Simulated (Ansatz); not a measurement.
# MoS2: the cost of one run

Program: Ansatz 0.2.0. Level of theory: DFT PBE, scalar-relativistic, plane waves, PAW. These are calculated values, not measurements.

**1. The structure to begin with**

The structure is trigonal, space group R3m (No. 160). Conventional cell: a = 3.160 Å, b = 3.160 Å, c = 18.450 Å, α = 90.00°, β = 90.00°, γ = 120.00°. Mo (site symmetry 3m) has 6 S at 2.39 Å as nearest neighbours. Around S (site symmetry 3m) lie 3 Mo at 2.39 Å.

Structure file:

```
CELL_PARAMETERS angstrom
6.32000 0.00000 0.00000
0.00000 10.94656 0.00000
-1.58000 -0.91221 12.30000
ATOMIC_POSITIONS crystal
Mo 0.00000 0.00000 0.00000
Mo 0.50000 0.00000 0.00000
Mo 0.25000 0.25000 0.00000
Mo 0.37500 0.12500 0.50000
Mo 0.75000 0.25000 0.00000
Mo 0.87500 0.12500 0.50000
Mo 0.50000 0.50000 0.00000
Mo 0.62500 0.37500 0.50000
Mo 0.00000 0.50000 0.00000
Mo 0.12500 0.37500 0.50000
Mo 0.75000 0.75000 0.00000
Mo 0.87500 0.62500 0.50000
Mo 0.25000 0.75000 0.00000
Mo 0.37500 0.62500 0.50000
Mo 0.12500 0.87500 0.50000
Mo 0.62500 0.87500 0.50000
S 0.09375 0.03125 0.37500
S 0.59375 0.03125 0.37500
S 0.34375 0.28125 0.37500
S 0.46875 0.15625 0.87500
S 0.84375 0.28125 0.37500
S 0.96875 0.15625 0.87500
S 0.59375 0.53125 0.37500
S 0.71875 0.40625 0.87500
S 0.09375 0.53125 0.37500
S 0.21875 0.40625 0.87500
S 0.84375 0.78125 0.37500
S 0.96875 0.65625 0.87500
S 0.34375 0.78125 0.37500
S 0.46875 0.65625 0.87500
S 0.21875 0.90625 0.87500
S 0.71875 0.90625 0.87500
S 0.15637 0.05212 0.62550
S 0.65638 0.05212 0.62550
S 0.40637 0.30212 0.62550
S 0.53138 0.17713 0.12550
S 0.90638 0.30212 0.62550
S 0.03137 0.17713 0.12550
S 0.65638 0.55212 0.62550
S 0.78138 0.42712 0.12550
S 0.15637 0.55212 0.62550
S 0.28137 0.42712 0.12550
S 0.90638 0.80212 0.62550
S 0.03137 0.67712 0.12550
S 0.40637 0.80212 0.62550
S 0.53137 0.67712 0.12550
S 0.28137 0.92712 0.12550
S 0.78137 0.92712 0.12550
```

The runs take a perfect supercell of 48 atoms; the defect goes to fractional position (0.000, 0.000, 0.000).

**2. The perfect supercell**

File input.yaml:

```yaml
crystal:
  lattice:
    - [6.32, -1.0e-06, 0.0]
    - [0.0, 10.94656, 0.0]
    - [-1.58, -0.912213, 12.3]
  atoms:
    - { symbol: Mo, position: [0.0, 0.0, 0.0] }
    - { symbol: Mo, position: [0.5, 0.0, 0.0] }
    - { symbol: Mo, position: [0.25, 0.25, 0.0] }
    - { symbol: Mo, position: [0.375, 0.125, 0.5] }
    - { symbol: Mo, position: [0.75, 0.25, 0.0] }
    - { symbol: Mo, position: [0.875, 0.125, 0.5] }
    - { symbol: Mo, position: [0.5, 0.5, 0.0] }
    - { symbol: Mo, position: [0.625, 0.375, 0.5] }
    - { symbol: Mo, position: [0.0, 0.5, 0.0] }
    - { symbol: Mo, position: [0.125, 0.375, 0.5] }
    - { symbol: Mo, position: [0.75, 0.75, 0.0] }
    - { symbol: Mo, position: [0.875, 0.625, 0.5] }
    - { symbol: Mo, position: [0.25, 0.75, 0.0] }
    - { symbol: Mo, position: [0.375, 0.625, 0.5] }
    - { symbol: Mo, position: [0.125, 0.875, 0.5] }
    - { symbol: Mo, position: [0.625, 0.875, 0.5] }
    - { symbol: S, position: [0.09375, 0.03125, 0.375] }
    - { symbol: S, position: [0.59375, 0.03125, 0.375] }
    - { symbol: S, position: [0.34375, 0.28125, 0.375] }
    - { symbol: S, position: [0.46875, 0.15625, 0.875] }
    - { symbol: S, position: [0.84375, 0.28125, 0.375] }
    - { symbol: S, position: [0.96875, 0.15625, 0.875] }
    - { symbol: S, position: [0.59375, 0.53125, 0.375] }
    - { symbol: S, position: [0.71875, 0.40625, 0.875] }
    - { symbol: S, position: [0.09375, 0.53125, 0.375] }
    - { symbol: S, position: [0.21875, 0.40625, 0.875] }
    - { symbol: S, position: [0.84375, 0.78125, 0.375] }
    - { symbol: S, position: [0.96875, 0.65625, 0.875] }
    - { symbol: S, position: [0.34375, 0.78125, 0.375] }
    - { symbol: S, position: [0.46875, 0.65625, 0.875] }
    - { symbol: S, position: [0.21875, 0.90625, 0.875] }
    - { symbol: S, position: [0.71875, 0.90625, 0.875] }
    - { symbol: S, position: [0.156375, 0.052125, 0.6255] }
    - { symbol: S, position: [0.656375, 0.052125, 0.6255] }
    - { symbol: S, position: [0.406375, 0.302125, 0.6255] }
    - { symbol: S, position: [0.531375, 0.177125, 0.1255] }
    - { symbol: S, position: [0.906375, 0.302125, 0.6255] }
    - { symbol: S, position: [0.031375, 0.177125, 0.1255] }
    - { symbol: S, position: [0.656375, 0.552125, 0.6255] }
    - { symbol: S, position: [0.781375, 0.427125, 0.1255] }
    - { symbol: S, position: [0.156375, 0.552125, 0.6255] }
    - { symbol: S, position: [0.281375, 0.427125, 0.1255] }
    - { symbol: S, position: [0.906375, 0.802125, 0.6255] }
    - { symbol: S, position: [0.031375, 0.677125, 0.1255] }
    - { symbol: S, position: [0.406375, 0.802125, 0.6255] }
    - { symbol: S, position: [0.531375, 0.677125, 0.1255] }
    - { symbol: S, position: [0.281375, 0.927125, 0.1255] }
    - { symbol: S, position: [0.781375, 0.927125, 0.1255] }
basis:
  ecutwfc: 420
  fft_grid_basis: typed
kpoints:
  mp_grid: { grid: [2, 1, 1] }
hamiltonian:
  xc: pbe
  pseudopotentials: { kind: paw }
scf:
  occupations: { method: gaussian, width: 0.05 }
output:
  forces: true
  stress: false
  eigenvalues: true
  bader: false
  write_density: true
  volumetric_format: npy
```

Started as:

```sh
$ ansatz run input.yaml --threads 4 --pin off --max-ram 10240MiB --backend cpu --events-out ev --progress --plain --runs-dir out
```

**Question.** How long does this run take on 4 threads of Arm Neoverse N1, shared host, and how much memory does it need?

About 12 s, with a peak of 2.2 GiB.
